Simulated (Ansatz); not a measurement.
# Sn: the cost of one run

Computed with Ansatz 0.2.0 (DFT PBE, scalar-relativistic, plane waves, PAW, unless a step's input says otherwise).

2 further runs of the same task are left out: 2 set aside as unsound or not needed.

## 1. Starting point

Symmetry: Fd-3m, No. 227, cubic system. The conventional cell has a = 6.656 Å, b = 6.656 Å, c = 6.656 Å, α = 90.00°, β = 90.00°, γ = 90.00°. Sn (site symmetry -43m) is surrounded by 4 Sn at 2.88 Å.

Structure file:

```
CELL_PARAMETERS angstrom
0.00000 -3.32815 -3.32815
-3.32815 0.00000 -3.32815
3.32815 3.32815 -6.65630
ATOMIC_POSITIONS crystal
Sn 0.75000 0.75000 0.75000
Sn 0.25000 0.25000 0.25000
Sn 0.37500 0.37500 0.87500
Sn 0.87500 0.87500 0.37500
```

It is built from the cell relaxed beforehand with the same method (36.86 Å³/atom).

## 2. The undisturbed cell

The input, input.yaml:

```yaml
crystal:
  lattice:
    - [0.0, -3.3281477329, -3.3281477329]
    - [-3.3281477329, 0.0, -3.3281477329]
    - [3.3281477329, 3.3281477329, -6.6562954657]
  atoms:
    - { symbol: Sn, position: [0.75, 0.75, 0.75] }
    - { symbol: Sn, position: [0.25, 0.25, 0.25] }
    - { symbol: Sn, position: [0.375, 0.375, 0.875] }
    - { symbol: Sn, position: [0.875, 0.875, 0.375] }
basis:
  ecutwfc: 420
kpoints:
  mp_grid: { grid: [12, 12, 8] }
hamiltonian:
  xc: pbe
scf:
  occupations: { method: gaussian, width: 0.15 }
output:
  forces: true
  stress: true
  eigenvalues: true
```

Started as:

```sh
ansatz run input.yaml --threads 1 --pin off --max-ram 2560MiB --backend cpu --events-out ev --progress --plain --runs-dir out
```

**Question.** How long does this run take on 1 thread of Arm Neoverse V2, shared host, and how much memory does it need?

About 90 s, with a peak of 1.1 GiB.
